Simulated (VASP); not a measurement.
# KI (Fm-3m) in VASP: a series of runs, part 2 of 2

VASP 6.6.1.

## Step 4: Relaxation of the atoms, r2SCAN (a relaxed cell with its volume scaled by 0.98)

File INCAR:

```
SYSTEM = KI
ALGO = Normal
EDIFF = 1E-7
EDIFFG = -0.01
ENCUT = 600
IBRION = 2
ISIF = 2
ISMEAR = 0
LASPH = .True.
LCHARG = .False.
LMIXTAU = .True.
LREAL = .False.
LWAVE = .False.
METAGGA = R2SCAN
NELM = 80
NSW = 40
PREC = Accurate
SIGMA = 0.03
```

File KPOINTS:

```
k-points
0
Gamma
  8 8 8
  0 0 0
```

File POSCAR:

```
KI                                      
1.0
   -0.0000000000      3.5251330964      3.5251330964
    3.5251330964      0.0000000000      3.5251330964
    3.5251330964      3.5251330964      0.0000000000
  K               I             
     1     1
Direct
     0.0000000000000000    0.0000000000000000    0.0000000000000000
     0.5000000000000000    0.5000000000000000    0.5000000000000000
```

On the command line:

```
cat potpaw_PBE.64/K_sv/POTCAR potpaw_PBE.64/I/POTCAR > POTCAR
mpirun -np 1 vasp_std > vasp.out
```

Run time: 2.4 min. Hardware: 1 thread of Intel Xeon Platinum 8559C (Emerald Rapids), shared host; peak memory 0.27 GiB.

Results (log left out):

| Quantity | Value |
| --- | --- |
| Free energy | -33.9843 eV |
| Pressure after relaxing | 0.2 GPa |
| Band gap on the k mesh | 4.62 eV, direct |

Final structure:
```cif
data_structure
_symmetry_space_group_name_H-M 'P 1'
_symmetry_Int_Tables_number 1
_cell_length_a 4.9853
_cell_length_b 4.9853
_cell_length_c 4.9853
_cell_angle_alpha 60.000
_cell_angle_beta 60.000
_cell_angle_gamma 60.000
_cell_volume 87.61
loop_
_atom_site_label
_atom_site_type_symbol
_atom_site_fract_x
_atom_site_fract_y
_atom_site_fract_z
_atom_site_occupancy
K1 K 0.00000 0.00000 0.00000 1
I1 I 0.50000 0.50000 0.50000 1
```

Levels at points of the mesh, in eV from the valence-band top:
```tsv
k point	band 5	band 6	band 7	band 8	band 9	band 10	band 11	band 12
(0.00, 0.00, 0.00)	-10.82	0.00	0.00	0.00	4.62	7.05	7.05	7.05
(0.50, 0.00, 0.00)	-10.52	-1.33	-0.34	-0.34	6.03	8.35	8.78	8.78
(0.50, 0.50, 0.00)	-10.66	-1.03	-0.38	-0.38	5.36	6.51	8.84	9.48
```

Caveat: the relaxation stopped at its first step, so nothing moved; the PAW data sets were made with another functional, which shifts forces and pressure a little; spin-orbit coupling is left out, which moves the levels of the heavy elements. A k mesh can miss the band edges.

## Step 5: Relaxation of the atoms, r2SCAN

INCAR is that of step 4.

KPOINTS is that of step 4.

File POSCAR:

```
KI                                      
1.0
   -0.0000000000      3.5489522858      3.5489522858
    3.5489522858      0.0000000000      3.5489522858
    3.5489522858      3.5489522858      0.0000000000
  K               I             
     1     1
Direct
     0.0000000000000000    0.0000000000000000    0.0000000000000000
     0.5000000000000000    0.5000000000000000    0.5000000000000000
```

Potentials or basis: VASP PAW PBE potentials, release 64 (K_sv, I).

On the command line:

```
cat potpaw_PBE.64/K_sv/POTCAR potpaw_PBE.64/I/POTCAR > POTCAR
mpirun -np 1 vasp_std > vasp.out
```

OUTCAR:

```text
SYSTEM = KI
   EDIFF = 1E-7
   EDIFFG = -0.01
   ENCUT = 600
   IBRION = 2
   ISIF = 2
   ISMEAR = 0
   LASPH = .True.
   LREAL = .False.
   METAGGA = R2SCAN
   NELM = 80
   NSW = 40
   PREC = Accurate

 ion  position               nearest neighbor table
   1  0.000  0.000  0.000-   2 3.55   2 3.55   2 3.55   2 3.55   2 3.55   2 3.55
   2  0.500  0.500  0.500-   1 3.55   1 3.55   1 3.55   1 3.55   1 3.55   1 3.55

  LATTYP: Found a face centered cubic cell.
 ALAT       =     7.0979045716

  Lattice vectors:

 A1 = (   0.0000000000,   3.5489522858,   3.5489522858)
 A2 = (   3.5489522858,   0.0000000000,   3.5489522858)
 A3 = (   3.5489522858,   3.5489522858,   0.0000000000)

Analysis of symmetry for initial positions (statically):
=====================================================================
 Subroutine PRICEL returns:
 Original cell was already a primitive cell.

 Routine SETGRP: Setting up the symmetry group for a
 face centered cubic supercell.

 Subroutine GETGRP returns: Found 48 space group operations
 (whereof 48 operations were pure point group operations)
 out of a pool of 48 trial point group operations.
[... 179 lines left out ...]
      6      -0.8259      2.00000
      7      -0.8259      2.00000
      8      -0.8259      2.00000
      9       3.7472      0.00000
     10       6.2293      0.00000
     11       6.2293      0.00000
     12       6.2293      0.00000
[... 331 lines left out ...]
 k-point    24 :      -0.3750    0.2500    0.1250
  band No.  band energies     occupation
      1     -30.5059      2.00000
      2     -13.3221      2.00000
      3     -13.2373      2.00000
      4     -13.2294      2.00000
      5     -11.3781      2.00000
      6      -1.9080      2.00000
      7      -1.3622      2.00000
      8      -1.2031      2.00000
      9       5.7094      0.00000
     10       6.5625      0.00000
     11       7.2444      0.00000
     12       8.1242      0.00000

 [... further k-points ...]

------------------------ aborting loop because EDIFF is reached ----------------------------------------

  FORCE on cell =-STRESS in cart. coord.  units (eV):
  Direction    XX          YY          ZZ          XY          YZ          ZX
  --------------------------------------------------------------------------------------
  -------------------------------------------------------------------------------------
  Total       -0.0091245     -0.0091245     -0.0091245      0.0000000      0.0000000      0.0000000
  in kB       -0.1635268     -0.1635268     -0.1635268      0.0000000      0.0000000      0.0000000
  external PRESSURE =      -0.1635268 kB  Pullay stress =       0.0000000 kB

 VOLUME and BASIS-vectors are now :
 -----------------------------------------------------------------------------
  energy-cutoff  :      600.00
  volume of cell :       89.40
      direct lattice vectors                 reciprocal lattice vectors
     0.000000000  3.548952286  3.548952286    -0.140886650  0.140886650  0.140886650
     3.548952286  0.000000000  3.548952286     0.140886650 -0.140886650  0.140886650
     3.548952286  3.548952286  0.000000000     0.140886650  0.140886650 -0.140886650

 POSITION                                       TOTAL-FORCE (eV/Angst)
 -----------------------------------------------------------------------------------
      0.00000      0.00000      0.00000        -0.000000      0.000000     -0.000000
      3.54895      3.54895      3.54895         0.000000     -0.000000      0.000000
 -----------------------------------------------------------------------------------
    total drift:                                0.000000     -0.000000     -0.000000

  FREE ENERGIE OF THE ION-ELECTRON SYSTEM (eV)
  ---------------------------------------------------
  free  energy   TOTEN  =       -33.9857522800 eV

  energy  without entropy=      -33.9857522800  energy(sigma->0) =      -33.98575228

 reached required accuracy - stopping structural energy minimisation
```

It took 1.9 min on 1 thread of Intel Xeon Platinum 8559C (Emerald Rapids), shared host; peak memory 0.28 GiB.

What came out:

| Item | Value |
| --- | --- |
| Free energy | -33.9858 eV |
| Pressure after relaxing | 0.0 GPa |
| Band gap on the k mesh | 4.57 eV, direct |

Final structure:
```
K I
1.0
     0.00000    3.54895    3.54895
     3.54895    0.00000    3.54895
     3.54895    3.54895    0.00000
K I
1 1
Direct
  0.00000 0.00000 0.00000
  0.50000 0.50000 0.50000
```

Levels at points of the mesh, in eV from the valence-band top:
```
           k point  band 5  band 6  band 7  band 8  band 9  band 10  band 11  band 12
(0.00, 0.00, 0.00)  -10.79    0.00    0.00    0.00    4.57     7.06     7.06     7.06
(0.50, 0.00, 0.00)  -10.52   -1.29   -0.32   -0.32    6.01     8.29     8.74     8.74
(0.50, 0.50, 0.00)  -10.64   -1.00   -0.37   -0.37    5.40     6.46     8.82     9.38
```

Caveat: the relaxation stopped at its first step, so nothing moved; the PAW data sets were made with another functional, which shifts forces and pressure a little; spin-orbit coupling is left out, which moves the levels of the heavy elements.

## Step 6: Summary

| cell | gap on the mesh (eV) | pressure (GPa) |
| --- | --- | --- |
| atoms relaxed from: a relaxed cell with its volume scaled by 0.94 | 4.74 | 0.9 |
| atoms relaxed from: a relaxed cell with its volume scaled by 0.96 | 4.68 | 0.5 |
| atoms relaxed from: a relaxed cell with its volume scaled by 0.98 | 4.62 | 0.2 |
| atoms relaxed | 4.57 | 0.0 |

Alike in all rows: task relaxation of the atoms; level r2SCAN; potentials or basis VASP PAW PBE potentials, release 64 (K_sv, I); no spin polarisation; k mesh 8 × 8 × 8; cutoff (eV) 600; smearing gaussian 0.03 eV.

Caveats: the relaxation stopped at its first step, so nothing moved; the PAW data sets were made with another functional, which shifts forces and pressure a little; spin-orbit coupling is left out, which moves the levels of the heavy elements.

Total energies depend on the potentials used, so only differences within one code and one set of settings carry meaning.

## Step 7: Comparison with measurements

Step 5. Against the measured gap of KI, 6.32 eV (a printed reference work, monograph), the calculated 4.57 eV is off by -1.75 eV. Spin-orbit coupling on I is left out. The value is that of r2SCAN on a finite k mesh, which can miss the band edges, without temperature or zero-point motion.
